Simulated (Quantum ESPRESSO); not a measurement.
# Sb (Fm-3m) in Quantum ESPRESSO: equation of state

How stiff is Sb in PBEsol, and what volume does it want? The cell is scaled to several volumes.

Program: Quantum ESPRESSO 7.5. These are calculated values, not measurements. Logs are shortened: lines on timing, memory, paths and dates and some standing lists are left out, and cuts for length are marked.

**1. The crystal as given**

The structure is cubic, space group Fm-3m (No. 225). Conventional cell: a = 4.742 Å, b = 4.742 Å, c = 4.742 Å, α = 90.00°, β = 90.00°, γ = 90.00°. Sb (site symmetry m-3m) has 12 Sb at 3.35 Å as nearest neighbours.

This isn't the form of Sb at room conditions, which is rhombohedral.

**2. Single point, PBEsol, 25.07 Å³/atom**

pw.in

```
&CONTROL
  calculation = 'scf'
  prefix = 'pwscf'
  outdir = './tmp'
  pseudo_dir = './pseudo'
  tprnfor = .true.
  tstress = .true.
  disk_io = 'nowf'
/
&SYSTEM
  ibrav = 0
  nat = 1
  ntyp = 1
  ecutwfc = 45
  ecutrho = 360
  nbnd = 13
  occupations = 'smearing'
  smearing = 'fd'
  degauss = 0.00367493
/
&ELECTRONS
  conv_thr = 2d-10
  electron_maxstep = 120
  mixing_beta = 0.5
/
ATOMIC_SPECIES
Sb   121.7600 sb_pbesol_v1.4.uspp.F.UPF
CELL_PARAMETERS angstrom
   0.0000000000    2.3228362346    2.3228362346
   2.3228362346    0.0000000000    2.3228362346
   2.3228362346    2.3228362346    0.0000000000
ATOMIC_POSITIONS crystal
Sb     0.0000000000    0.0000000000    0.0000000000
K_POINTS automatic
10 10 10 0 0 0
```

Potentials or basis: GBRV 1.5 PBEsol.

Launch:

```sh
OMP_NUM_THREADS=1 mpirun -n 2 pw.x -nk 2 -in pw.in > pw.out
```

pw.out:

```text
This program is part of the open-source Quantum ESPRESSO suite
     for quantum simulation of materials; please cite
         "P. Giannozzi et al., J. Phys.:Condens. Matter 21 395502 (2009);
         "P. Giannozzi et al., J. Phys.:Condens. Matter 29 465901 (2017);
         "P. Giannozzi et al., J. Chem. Phys. 152 154105 (2020);
     in publications or presentations arising from this work. More details at

     Message from routine setup:
     using ibrav=0 with symmetry is DISCOURAGED, use correct ibrav instead

     K-points division:     npool     =       2
     Subspace diagonalization in iterative solution of the eigenvalue problem:
     a serial algorithm will be used

     G-vector sticks info
     --------------------
     sticks:   dense  smooth     PW     G-vecs:    dense   smooth      PW
     Sum         955     475    151                19579     6855    1243

     Using Slab Decomposition

     bravais-lattice index     =            0
     lattice parameter (alat)  =       6.2077  a.u.
     unit-cell volume          =     169.1540 (a.u.)^3
     number of atoms/cell      =            1
     number of atomic types    =            1
     number of electrons       =        15.00
     number of Kohn-Sham states=           13
     kinetic-energy cutoff     =      45.0000  Ry
     charge density cutoff     =     360.0000  Ry
     scf convergence threshold =      2.0E-10
     mixing beta               =       0.5000
     number of iterations used =            8  plain     mixing
     Exchange-correlation= SLA  PW   PSX  PSC
                           (   1   4  10   8   0   0   0)

     celldm(1)=   6.207725  celldm(2)=   0.000000  celldm(3)=   0.000000
     celldm(4)=   0.000000  celldm(5)=   0.000000  celldm(6)=   0.000000

     crystal axes: (cart. coord. in units of alat)
               a(1) = (   0.000000   0.707107   0.707107 )
               a(2) = (   0.707107   0.000000   0.707107 )
               a(3) = (   0.707107   0.707107   0.000000 )

     reciprocal axes: (cart. coord. in units 2 pi/alat)
               b(1) = ( -0.707107  0.707107  0.707107 )
               b(2) = (  0.707107 -0.707107  0.707107 )
               b(3) = (  0.707107  0.707107 -0.707107 )

     PseudoPot. # 1 for Sb read from file:
     sb_pbesol_v1.4.uspp.F.UPF
     Pseudo is Ultrasoft + core correction, Zval = 15.0
     Generated by new atomic code, or converted to UPF format
     Using radial grid of  891 points,  6 beta functions with:
                l(1) =   0
                l(2) =   0
                l(3) =   1
                l(4) =   1
                l(5) =   2
                l(6) =   2
     Q(r) pseudized with  8 coefficients,  rinner =    1.350   1.350   1.350
                                                       1.350   1.350

     atomic species   valence    mass     pseudopotential
     Sb               15.00   121.76000     Sb( 1.00)

     48 Sym. Ops., with inversion, found

   Cartesian axes

     site n.     atom                  positions (alat units)
         1        Sb     tau(   1) = (   0.0000000   0.0000000   0.0000000  )

     number of k points=    47  Fermi-Dirac smearing, width (Ry)=  0.0037
                       cart. coord. in units 2pi/alat
        k(    1) = (   0.0000000   0.0000000   0.0000000), wk =   0.0020000
        k(    2) = (   0.0707107   0.0707107  -0.0707107), wk =   0.0160000
        k(    3) = (   0.1414214   0.1414214  -0.1414214), wk =   0.0160000
        k(    4) = (   0.2121320   0.2121320  -0.2121320), wk =   0.0160000
        k(    5) = (   0.2828427   0.2828427  -0.2828427), wk =   0.0160000
        k(    6) = (  -0.3535534  -0.3535534   0.3535534), wk =   0.0080000
[... 39 lines left out ...]
        k(   46) = (  -0.0707107  -0.3535534   0.6363961), wk =   0.0480000
        k(   47) = (  -0.7071068   0.2828427   0.0000000), wk =   0.0240000

     Dense  grid:    19579 G-vectors     FFT dimensions: (  40,  40,  40)

     Smooth grid:     6855 G-vectors     FFT dimensions: (  27,  27,  27)

     Check: negative core charge=   -0.000003

     Initial potential from superposition of free atoms

     starting charge      14.0000, renormalised to      15.0000
     Starting wfcs are    9 randomized atomic wfcs +    4 random wfcs

     Self-consistent Calculation

     iteration #  1     ecut=    45.00 Ry     beta= 0.50
     Davidson diagonalization with overlap
     ethr =  1.00E-02,  avg # of iterations =  5.7

     total energy              =    -184.38666253 Ry
     estimated scf accuracy    <       0.98494043 Ry

     iteration #  2     ecut=    45.00 Ry     beta= 0.50
     Davidson diagonalization with overlap
     ethr =  6.57E-03,  avg # of iterations =  2.0

     total energy              =    -184.57939165 Ry
     estimated scf accuracy    <       0.01215273 Ry

     iteration #  3     ecut=    45.00 Ry     beta= 0.50
     Davidson diagonalization with overlap
     ethr =  8.10E-05,  avg # of iterations =  3.5

     total energy              =    -184.58024785 Ry
     estimated scf accuracy    <       0.00133653 Ry

     iteration #  4     ecut=    45.00 Ry     beta= 0.50
     Davidson diagonalization with overlap
     ethr =  8.91E-06,  avg # of iterations =  2.4

     total energy              =    -184.58035030 Ry
     estimated scf accuracy    <       0.00000609 Ry

     iteration #  5     ecut=    45.00 Ry     beta= 0.50
     Davidson diagonalization with overlap
     ethr =  4.06E-08,  avg # of iterations =  3.5

     total energy              =    -184.58035387 Ry
     estimated scf accuracy    <       0.00000056 Ry

     iteration #  6     ecut=    45.00 Ry     beta= 0.50
     Davidson diagonalization with overlap
     ethr =  3.76E-09,  avg # of iterations =  2.0

     total energy              =    -184.58035394 Ry
     estimated scf accuracy    <          4.1E-09 Ry

     iteration #  7     ecut=    45.00 Ry     beta= 0.50
     Davidson diagonalization with overlap
     ethr =  2.73E-11,  avg # of iterations =  2.7

     total energy              =    -184.58035394 Ry
     estimated scf accuracy    <          2.0E-09 Ry

     iteration #  8     ecut=    45.00 Ry     beta= 0.50
     Davidson diagonalization with overlap
     ethr =  1.34E-11,  avg # of iterations =  2.2

     End of self-consistent calculation

          k = 0.0000 0.0000 0.0000 (   869 PWs)   bands (ev):

   -16.3932 -16.3932 -16.3932 -16.3428 -16.3428  -0.6311  18.7383  18.7383
    18.7383  23.3730  23.7376  23.7376  23.7376

          k = 0.0707 0.0707-0.0707 (   881 PWs)   bands (ev):

   -16.3922 -16.3881 -16.3881 -16.3425 -16.3425  -0.4195  16.8699  18.4544
    18.4544  22.2523  24.2360  24.2360  25.8900

          k = 0.1414 0.1414-0.1414 (   875 PWs)   bands (ev):

   -16.3893 -16.3801 -16.3801 -16.3360 -16.3360   0.2127  13.6750  17.8786
    17.8786  21.7579  24.6054  24.6054  25.6724

          k = 0.2121 0.2121-0.2121 (   863 PWs)   bands (ev):

   -16.3863 -16.3807 -16.3807 -16.3172 -16.3172   1.2478  10.5961  17.3462
    17.3462  21.5643  23.6377  23.6377  24.2777

          k = 0.2828 0.2828-0.2828 (   869 PWs)   bands (ev):

   -16.3850 -16.3850 -16.3843 -16.2983 -16.2983   2.5920   7.9812  16.9968
    16.9968  21.6360  22.8885  22.8885  23.2019

          k =-0.3536-0.3536 0.3536 (   862 PWs)   bands (ev):

   -16.3870 -16.3870 -16.3834 -16.2907 -16.2907   3.5443   6.5998  16.8768
    16.8768  21.7905  22.6282  22.6282  22.7088

          k = 0.1414-0.0000 0.0000 (   889 PWs)   bands (ev):
[... 99 lines left out ...]
          k =-0.0000-0.4243 0.4243 (   863 PWs)   bands (ev):

   -16.3967 -16.3451 -16.3347 -16.3263 -16.3157   4.0562   9.3752  10.0040
    15.4971  19.2481  27.0124  27.1363  27.6636

          k = 0.5657-0.0000 0.0000 (   862 PWs)   bands (ev):

   -16.4398 -16.3961 -16.2999 -16.2891 -16.2891   3.7648   9.5892  13.6002
    13.6002  17.5140  17.8019  32.7186  32.9390

          k =-0.0707-0.6364 0.6364 (   860 PWs)   bands (ev):

   -16.4361 -16.3967 -16.3012 -16.2862 -16.2820   4.8534   8.3681  12.1727
    13.5148  17.5127  19.0157  31.6496  32.4449

          k = 0.0000-0.5657 0.5657 (   862 PWs)   bands (ev):

   -16.4216 -16.3825 -16.3087 -16.2995 -16.2880   5.4407   8.1937  10.2847
    13.8719  17.8062  21.8158  30.7524  30.8072

          k =-0.7071 0.0000 0.0000 (   846 PWs)   bands (ev):

   -16.4446 -16.4024 -16.2953 -16.2777 -16.2777   5.3661   7.5737  13.2917
    13.2917  17.1396  17.5692  33.5229  34.6455

          k = 0.2828 0.1414 0.0000 (   864 PWs)   bands (ev):

   -16.4004 -16.3700 -16.3554 -16.3519 -16.3186   0.7728  13.6032  14.6673
    17.3578  21.4014  21.9663  25.5370  26.6089

          k = 0.3536 0.2121-0.0707 (   859 PWs)   bands (ev):

   -16.3939 -16.3750 -16.3560 -16.3335 -16.3042   1.7991  11.0153  13.8253
    16.4707  21.1035  22.9234  24.6831  26.7182

          k =-0.2828-0.4243 0.5657 (   867 PWs)   bands (ev):

   -16.3887 -16.3779 -16.3569 -16.3167 -16.2954   3.1204   8.5101  13.6318
    15.5898  20.7954  22.9519  25.8045  27.1936

          k =-0.2121-0.3536 0.4950 (   858 PWs)   bands (ev):

   -16.3882 -16.3781 -16.3556 -16.3104 -16.2929   4.0370   7.1856  13.6295
    15.2158  20.7179  22.7105  26.3074  27.8650

          k = 0.4243 0.1414-0.0000 (   852 PWs)   bands (ev):

   -16.4139 -16.3769 -16.3384 -16.3191 -16.3014   2.1516  11.7495  13.2558
    14.7455  20.0588  20.2350  26.8380  30.1096

          k =-0.2121-0.4950 0.6364 (   865 PWs)   bands (ev):

   -16.4044 -16.3767 -16.3403 -16.3107 -16.2936   3.3732   9.7357  12.2562
    13.8915  19.9496  22.3951  25.6746  30.1463

          k =-0.1414-0.4243 0.5657 (   857 PWs)   bands (ev):
[... 9 lines left out ...]
          k = 0.0000-0.2828 0.4243 (   857 PWs)   bands (ev):

   -16.3817 -16.3802 -16.3470 -16.3208 -16.3059   2.9139  10.3642  11.4425
    15.3592  21.4052  23.4957  24.3267  28.6444

          k =-0.1414-0.5657 0.7071 (   858 PWs)   bands (ev):

   -16.4250 -16.3895 -16.3159 -16.2927 -16.2893   3.9818   9.5850  12.3710
    12.8876  19.0926  19.5141  28.6294  33.1190

          k =-0.0707-0.4950 0.6364 (   864 PWs)   bands (ev):

   -16.4112 -16.3811 -16.3209 -16.3064 -16.2833   5.1015   8.6534  10.6332
    12.7687  19.4176  21.9851  27.5755  30.0697

          k =-0.0000-0.4243 0.5657 (   859 PWs)   bands (ev):

   -16.3990 -16.3563 -16.3369 -16.3217 -16.2905   5.1826   9.1039   9.3037
    13.3425  19.9312  25.0518  26.6678  27.1835

          k =-0.7071 0.1414 0.0000 (   854 PWs)   bands (ev):

   -16.4293 -16.3948 -16.3023 -16.2942 -16.2777   5.4567   7.8844  12.0704
    12.3458  18.7903  19.2727  30.6790  31.0731

          k =-0.1414-0.4243 0.7071 (   872 PWs)   bands (ev):

   -16.3860 -16.3800 -16.3423 -16.3111 -16.2900   4.5566   9.3664  10.5545
    12.5854  21.7933  22.7847  24.7718  29.3656

          k =-0.0707-0.3536 0.6364 (   864 PWs)   bands (ev):

   -16.3822 -16.3654 -16.3504 -16.3216 -16.2836   5.2860   8.8031  10.1246
    12.0662  22.0366  23.9185  25.4503  26.5667

          k =-0.7071 0.2828 0.0000 (   876 PWs)   bands (ev):

   -16.3885 -16.3792 -16.3368 -16.3171 -16.2779   5.6199   8.7984  10.2533
    11.3310  21.8259  22.5415  26.4242  26.9181

     the Fermi energy is    12.8643 ev

!    total energy              =    -184.58035394 Ry
     estimated scf accuracy    <          9.0E-12 Ry
     smearing contrib. (-TS)   =      -0.00046937 Ry
     internal energy E=F+TS    =    -184.57988457 Ry

     The total energy is F=E-TS. E is the sum of the following terms:
     one-electron contribution =     -66.58450144 Ry
     hartree contribution      =      43.13272112 Ry
     xc contribution           =     -43.62175362 Ry
     ewald contribution        =    -117.50635063 Ry

     convergence has been achieved in   8 iterations

     Forces acting on atoms (cartesian axes, Ry/au):

     atom    1 type  1   force =     0.00000000    0.00000000    0.00000000

     Total force =     0.000000     Total SCF correction =     0.000000

     Computing stress (Cartesian axis) and pressure

          total   stress  (Ry/bohr**3)                   (kbar)     P=       28.19
   0.00019165   0.00000000  -0.00000000           28.19        0.00       -0.00
  -0.00000000   0.00019165   0.00000000           -0.00       28.19        0.00
   0.00000000  -0.00000000   0.00019165            0.00       -0.00       28.19

=------------------------------------------------------------------------------=
   JOB DONE.
=------------------------------------------------------------------------------=
```

It took 4.6 s on 2 MPI ranks of Intel Xeon 6975P-C (Granite Rapids), shared host; peak memory 0.16 GiB.

Results:

```
Free energy            : -2511.3437 eV
Pressure               : 2.8 GPa
Band gap on the k mesh : none (metal or under the smearing width)
```

(Continued in part 2 of 2.)
